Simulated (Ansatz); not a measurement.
Input and output for RbBr: DFT, PBEsol, PAW with Ansatz's default frozen-core files, scalar-relativistic (Ansatz 0.2.0). This run: volume at 0.65 of the series' base cell.

The base volume is that of a database entry, with shape and atoms relaxed on PAW files at held volume, so it needn't be at zero pressure; the structure needn't be the stable phase, at rest or compressed.

Command: `ansatz run input.yaml --threads 1 --pin off --max-ram 2048MiB --backend cpu --events-out ev --progress --plain --runs-dir out` It took 1.1 s on 1 thread of AMD EPYC 9R45 96-Core Processor (Zen 5), with other jobs on the host, peak memory 0.38 GiB.

```yaml
crystal:
  lattice:
    - [3.5741695089, 0.0, 0.0]
    - [0.0, 3.5741695089, 0.0]
    - [0.0, 0.0, 3.5741695089]
  atoms:
    - { symbol: Rb, position: [0.0, 0.0, 0.0] }
    - { symbol: Br, position: [0.5, 0.5, 0.5] }
kpoints:
  mp_grid: { grid: [7, 7, 7] }
  band_path:
    path:
      - [0.0, 0.0, 0.0]
      - [0.0, 0.5, 0.0]
      - [0.5, 0.5, 0.0]
      - [0.0, 0.0, 0.0]
      - [0.5, 0.5, 0.5]
      - [0.0, 0.5, 0.0]
      - [0.5, 0.5, 0.5]
      - [0.5, 0.5, 0.0]
    npoints: 6
scf:
  occupations: { method: fermi_dirac, width: 0.03 }
hamiltonian:
  xc: pbesol
  pseudopotentials: { kind: paw }
output:
  forces: true
  stress: true
  eigenvalues: true
  efg: { contact_densities: true }
  populations: true
```

Output:

```
Rb: output.efg is read without spin–orbit coupling, which moves field gradients at and beside such atoms by some per cent and up to a factor of two; PAW files take it under magnetization.noncollinear and magnetization.spin_orbit
Engine: ansatz 0.2.0
Pseudopotentials: kind: paw
Pseudopotential: Rb, paw, valence charge 9, recommended cutoff 420 eV (normal), Rb.paw.azcp
Pseudopotential: Br, paw, valence charge 7, recommended cutoff 420 eV (normal), Br.paw.azcp
Functional definition: PBEsol
  exchange = pbesol_x
  correlation = pbesol_c
Crystal: 2 atoms, lattice volume = 45.659 Å³
Basis set: ecut = 420 eV, 895 PW (Γ), exchange–correlation on 48×48×48 points (8 copies of the dense FFT grid, shifted against one another)
Bands: 12, of which v1, the nominal top of the filled ones, is band 8 counted from 1 (7 counted from 0)
Symmetry: 48 space group operations
Space group: Pm-3m (ITA 221), of the structure as read, at distance tolerance 3.6e-5 Å
k-points: 20 of 343
Non-local potential: Rb, projectors of the file, l = 0: 3, l = 1: 2, l = 2: 2
Non-local potential: Br, projectors of the file, l = 0: 2, l = 1: 2, l = 2: 2
PAW form: soft (Blöchl's): semilocal exchange-correlation on the pseudo side does not see the compensation charge
PAW frozen core: Rb, regenerated for the run's functional, and the local potential with it (the file was generated under x = pbe(κ = 0.804, μ = 0.2195149727645171), c = pbe(β = 0.06672455060314922))
PAW frozen core: Br, regenerated for the run's functional, and the local potential with it (the file was generated under x = pbe(κ = 0.804, μ = 0.2195149727645171), c = pbe(β = 0.06672455060314922))
PAW one-centre angular grid: Rb, 110 points (default); XC on 64 Gauss nodes
PAW one-centre angular grid: Br, 110 points (default); XC on 64 Gauss nodes
Initial density: superposition of atomic densities (neutral atoms: chi_scale 0, normalization atom), corrected by the library's trained network
Initial wavefunctions: pseudopotential atomic-orbital guess
Functional: x = pbesol(κ = 0.804, μ = 0.12345679012345678), c = pbesol(β = 0.046)
SCF iter   1: F=—  HF=-5956.063946 eV  |F-HF|=—  |Δ(HF+E_count)|=         —  Δρ=3.44e-3  dr2=8.19e-3  ethr=1.77e-3  ⟨swp⟩=7.9  Hψ=1701  notcnv=0
preconditioner: auto → none  [insulator: Δε(μ)=4.394 eV  Ē_g=14.340 eV  σ=0.030 eV  W_gap=1.00  n_scr=6 (ndim 8)  ℏωp=20.6 eV  f_vac=0.000  D(μ)=0.00/eV (n_scr^D=0)  ε∞_Penn≈3.1]
SCF iter   2: F=—  HF=-5956.061767 eV  |F-HF|=—  |Δ(HF+E_count)|=   2.18e-3  Δρ=1.30e-3  dr2=5.15e-4  ethr=5.12e-5  ⟨swp⟩=2.2  Hψ=601  notcnv=0
SCF iter   3: F=—  HF=-5956.061874 eV  |F-HF|=—  |Δ(HF+E_count)|=   1.07e-4  Δρ=5.23e-4  dr2=7.02e-5  ethr=3.22e-6  ⟨swp⟩=2.5  Hψ=395  notcnv=0
SCF iter   4: F=—  HF=-5956.061915 eV  |F-HF|=—  |Δ(HF+E_count)|=   4.15e-5  Δρ=8.60e-5  dr2=1.57e-6  ethr=4.39e-7  ⟨swp⟩=2.0  Hψ=366  notcnv=0
iter 5 did not close the SCF: its close was put off for the readings that it lacked (scf_convergence_deferred on its scf_iter line)
SCF iter   5: F=-5956.061917 eV  HF=-5956.061917 eV  |F-HF|=7.43e-9  |Δ(HF+E_count)|=   1.32e-6  Δρ=6.97e-6  dr2=6.37e-9  ethr=9.78e-9  ⟨swp⟩=2.2  Hψ=409  notcnv=0
SCF iter   6: F=-5956.061917 eV  HF=-5956.061917 eV  |F-HF|=4.18e-11  |Δ(HF+E_count)|=   7.86e-9  Δρ=3.56e-7  dr2=5.74e-11  ethr=3.98e-11  ⟨swp⟩=2.9  Hψ=918  notcnv=0
SCF 1 converged in 6 iterations: F = -5956.061917 eV  dr2 = 5.74e-11
  greatest PAW one-centre occupation: 0.974 electrons in one spin orbital (limit 2), on the Rb atom at site 0 (counted from 0), in its partial waves of l = 0
NSCF: frozen V_eff on 43 k-points
SCF converged after 6 iterations
Free energy (F): -5956.061917 eV
Harris-Foulkes:  -5956.061917 eV  (|F-HF|=4.18e-11)
Internal energy: -5956.061917 eV  (E = F + TS)
E sigma→0 (E₀):  -5956.061917 eV
Fermi energy:    9.447958 eV
--- Per-component energies (eV) ---
  E_band       = -22.545054
  E_kinetic    = 335.561130
  E_local      = -539.890297  (includes V_loc(G=0)·N_el)
  E_nonlocal   = 246.820637
  E_hartree    = 115.700310
  E_xc         = -395.721605
  E_vxc        = -246.615034  (∫ρ·V_xc dr)
  E_paw        = -4772.194308  (= ΣΔE_a)
  E_vpaw       = -49.822018  (= ΣTr[D̂ρ^β])
  E_aug_tail   = -0.000001  (compensation charges beyond the density's cutoff)
  E_ewald      = -946.553724
  E_core_change = 0.215941  (= ΣΔE_core)
  E_smearing   = -0.000000  (= −TS)
  E_closure    = 0.000000  (closes the sum)
  Σ components = -5956.061917   (vs F -5956.061917, Δ=0.00e0)
--- Forces (eV/Å), atoms counted from 1 ---
  atom   1  Rb    -0.00000000     0.00000000    -0.00000000
  atom   2  Br     0.00000000     0.00000000    -0.00000000
  max |Σ_I F_I| component: 1.25e-29 eV/Å
--- Stress (GPa, compression-positive) ---
       18.042443       0.000000      -0.000000
        0.000000      18.042443       0.000000
        0.000000       0.000000      18.042443
  P = ⅓ Tr σ = 18.0424 GPa (180.424 kbar)
--- PAW observables at the nuclei: V_zz in 10²¹ V/m², potentials from the cell's mean, atoms counted from 1 ---
  atom   1  Rb V_zz =    -0.000000   η = 0.0000   by run symmetry: forbidden
            electrostatic potential = -5310.485344 V   contact ρ = 361347.696347 e/Å³
  atom   2  Br V_zz =    -0.000000   η = 0.0000   by run symmetry: forbidden
            electrostatic potential = -4911.948640 V   contact ρ = 292707.147757 e/Å³
--- Band table (eV; the first three rows and the last of 20) ---
  k-point 0: bands = ["-17.6334", "-6.4044", "-1.4700", "-1.4700", "-1.4700", "7.1929", "7.1929", "7.1929", "11.6614", "11.6614", "13.3226", "18.1415"]
  k-point 1: bands = ["-17.6079", "-6.4546", "-1.5053", "-1.4268", "-1.4268", "6.3943", "7.0942", "7.0942", "11.8780", "12.5021", "14.1459", "18.0209"]
  k-point 2: bands = ["-17.5498", "-6.5820", "-1.5203", "-1.3264", "-1.3264", "5.0591", "6.8651", "6.8651", "12.5098", "14.3839", "15.8167", "17.5790"]
  k-point 19: bands = ["-17.3010", "-5.6306", "-2.1688", "-2.1290", "-2.1290", "4.4985", "4.4985", "4.7436", "16.0911", "16.7512", "16.7512", "19.0763"]
--- Löwdin populations: 2 sites ---
  site symbol       q [e]
     0     Rb      8.2734
     1     Br      7.6129
  spilling = 0.007101 (of n_electrons = 16.000000)
```

populations.tsv:

```
# site	symbol	l	j	q
# orbitals = lowdin
# n_electrons = 16.000000
# spilling = 0.007101
0	Rb	0_4S	-	1.929203
0	Rb	0_5S	-	0.377811
0	Rb	1_4P	-	5.966430
1	Br	0_4S	-	1.838673
1	Br	1_4P	-	5.774272
```

Next run (atoms relaxed at 0.55 of the base cell's volume), as changes to the input before:

```diff
   lattice:
-    - [3.5741695089, 0.0, 0.0]
-    - [0.0, 3.5741695089, 0.0]
-    - [0.0, 0.0, 3.5741695089]
+    - [3.380582896, 0.0, 0.0]
+    - [0.0, 3.380582896, 0.0]
+    - [0.0, 0.0, 3.380582896]
   atoms:
   mp_grid: { grid: [7, 7, 7] }
-  band_path:
-    path:
-      - [0.0, 0.0, 0.0]
-      - [0.0, 0.5, 0.0]
-      - [0.5, 0.5, 0.0]
-      - [0.0, 0.0, 0.0]
-      - [0.5, 0.5, 0.5]
-      - [0.0, 0.5, 0.0]
-      - [0.5, 0.5, 0.5]
-      - [0.5, 0.5, 0.0]
-    npoints: 6
 scf:
   stress: true
-  eigenvalues: true
-  efg: { contact_densities: true }
-  populations: true
+relax:
+  f_tol: 0.01
+  max_steps: 30
```

Results part of the output:

```
Warning: output.stress: scf.convergence.dr2_threshold = 1e-7 eV (the SCF's general default) is looser than the 2e-10 eV advised for a printed stress (1e-10 eV for each atom of the cell: 2). What an SCF threshold leaves in a stress goes as its square root, and in the free energy as the threshold itself, and one threshold admits the most on a small cell: of the crystals measured, under no hybrid fun
SCF converged after 6 iterations
Free energy (F): -5954.871932 eV
Harris-Foulkes:  -5954.871932 eV  (|F-HF|=1.62e-9)
Internal energy: -5954.871932 eV  (E = F + TS)
E sigma→0 (E₀):  -5954.871932 eV
Fermi energy:    11.646274 eV
--- Per-component energies (eV) ---
  E_band       = 12.662977
  E_kinetic    = 342.060990
  E_local      = -470.122149  (includes V_loc(G=0)·N_el)
  E_nonlocal   = 248.193575
  E_hartree    = 96.261339
  E_xc         = -398.364071
  E_vxc        = -250.050413  (∫ρ·V_xc dr)
  E_paw        = -4772.360123  (= ΣΔE_a)
  E_vpaw       = -49.941249  (= ΣTr[D̂ρ^β])
  E_aug_tail   = -0.000001  (compensation charges beyond the density's cutoff)
  E_ewald      = -1000.757432
  E_core_change = 0.215941  (= ΣΔE_core)
  E_smearing   = -0.000000  (= −TS)
  E_closure    = 0.000000  (closes the sum)
  Σ components = -5954.871932   (vs F -5954.871932, Δ=0.00e0)
--- Forces (eV/Å), atoms counted from 1 ---
  atom   1  Rb    -0.00000000     0.00000000    -0.00000000
  atom   2  Br     0.00000000     0.00000000     0.00000000
  max |Σ_I F_I| component: 1.71e-30 eV/Å
--- Stress (GPa, compression-positive) ---
       38.841831      -0.000000       0.000000
       -0.000000      38.841831       0.000000
        0.000000       0.000000      38.841831
  P = ⅓ Tr σ = 38.8418 GPa (388.418 kbar)
--- Relaxed structure (1 steps of the walk, 1 accepted, 0 SCFs on fresh bases) ---
  F+E_penalty+E_count = -5954.87193212 eV   max|allowed force component| = 4.076e-30 eV/Å
  atoms:
    - { symbol: Rb, position: [0.0, 0.0, 0.0] }
    - { symbol: Br, position: [0.49999999999999994, 0.49999999999999994, 0.49999999999999994] }
```

Next run (volume at 0.55 of the series' base cell), as changes to the input before:

```diff
   mp_grid: { grid: [7, 7, 7] }
+  band_path:
+    path:
+      - [0.0, 0.0, 0.0]
+      - [0.0, 0.5, 0.0]
+      - [0.5, 0.5, 0.0]
+      - [0.0, 0.0, 0.0]
+      - [0.5, 0.5, 0.5]
+      - [0.0, 0.5, 0.0]
+      - [0.5, 0.5, 0.5]
+      - [0.5, 0.5, 0.0]
+    npoints: 6
 scf:
   stress: true
-relax:
-  f_tol: 0.01
-  max_steps: 30
+  eigenvalues: true
+  efg: { contact_densities: true }
+  populations: true
+  write_density: true
+  write_potential: true
+  elf: true
+  volumetric_format: npy
```

Command: `ansatz run input.yaml --threads 1 --pin off --max-ram 2048MiB --backend cpu --events-out ev --progress --plain --runs-dir out` It took 1.1 s on 1 thread of AMD EPYC 9R45 96-Core Processor (Zen 5) (shared host), peak memory 0.37 GiB.

Results part of the output:

```
SCF 1 converged in 6 iterations: F = -5954.871932 eV  dr2 = 2.25e-9
  greatest PAW one-centre occupation: 0.975 electrons in one spin orbital (limit 2), on the Rb atom at site 0 (counted from 0), in its partial waves of l = 0
NSCF: frozen V_eff on 43 k-points
SCF converged after 6 iterations
Free energy (F): -5954.871932 eV
Harris-Foulkes:  -5954.871932 eV  (|F-HF|=1.70e-9)
Internal energy: -5954.871932 eV  (E = F + TS)
E sigma→0 (E₀):  -5954.871932 eV
Fermi energy:    11.646273 eV
--- Per-component energies (eV) ---
  E_band       = 12.662965
  E_kinetic    = 342.061003
  E_local      = -470.122173  (includes V_loc(G=0)·N_el)
  E_nonlocal   = 248.193585
  E_hartree    = 96.261346
  E_xc         = -398.364076
  E_vxc        = -250.050418  (∫ρ·V_xc dr)
  E_paw        = -4772.360123  (= ΣΔE_a)
  E_vpaw       = -49.941249  (= ΣTr[D̂ρ^β])
  E_aug_tail   = -0.000001  (compensation charges beyond the density's cutoff)
  E_ewald      = -1000.757432
  E_core_change = 0.215941  (= ΣΔE_core)
  E_smearing   = -0.000000  (= −TS)
  E_closure    = -0.000000  (closes the sum)
  Σ components = -5954.871932   (vs F -5954.871932, Δ=0.00e0)
--- Forces (eV/Å), atoms counted from 1 ---
  atom   1  Rb    -0.00000000    -0.00000000    -0.00000000
  atom   2  Br     0.00000000     0.00000000    -0.00000000
  max |Σ_I F_I| component: 1.12e-30 eV/Å
--- Stress (GPa, compression-positive) ---
       38.841831      -0.000000       0.000000
       -0.000000      38.841831       0.000000
        0.000000       0.000000      38.841831
  P = ⅓ Tr σ = 38.8418 GPa (388.418 kbar)
--- PAW observables at the nuclei: V_zz in 10²¹ V/m², potentials from the cell's mean, atoms counted from 1 ---
  atom   1  Rb V_zz =    +0.000000   η = 0.0000   by run symmetry: forbidden
            electrostatic potential = -5313.607498 V   contact ρ = 361350.450805 e/Å³
  atom   2  Br V_zz =    +0.000000   η = 0.0000   by run symmetry: forbidden
            electrostatic potential = -4914.903889 V   contact ρ = 292707.330943 e/Å³
--- Band table (eV; the first three rows and the last of 20) ---
  k-point 0: bands = ["-15.4653", "-4.4379", "0.8611", "0.8611", "0.8611", "9.8521", "9.8521", "9.8521", "13.4279", "13.4279", "17.2608", "20.9201"]
  k-point 1: bands = ["-15.4157", "-4.5613", "0.8415", "0.9333", "0.9333", "8.8460", "9.6755", "9.6755", "13.6724", "14.5244", "18.1750", "20.8062"]
  k-point 2: bands = ["-15.3006", "-4.8657", "0.9304", "1.1046", "1.1046", "7.1835", "9.2665", "9.2665", "14.3888", "16.9612", "19.8804", "20.0322"]
  k-point 19: bands = ["-14.8336", "-3.4462", "-0.1438", "-0.0771", "-0.0771", "6.1385", "6.1385", "6.5314", "19.2557", "20.0603", "20.0603", "22.8273"]
--- Löwdin populations: 2 sites ---
  site symbol       q [e]
     0     Rb      8.2525
     1     Br      7.5983
  spilling = 0.009322 (of n_electrons = 16.000000)
```

The PAW files were made under PBE.
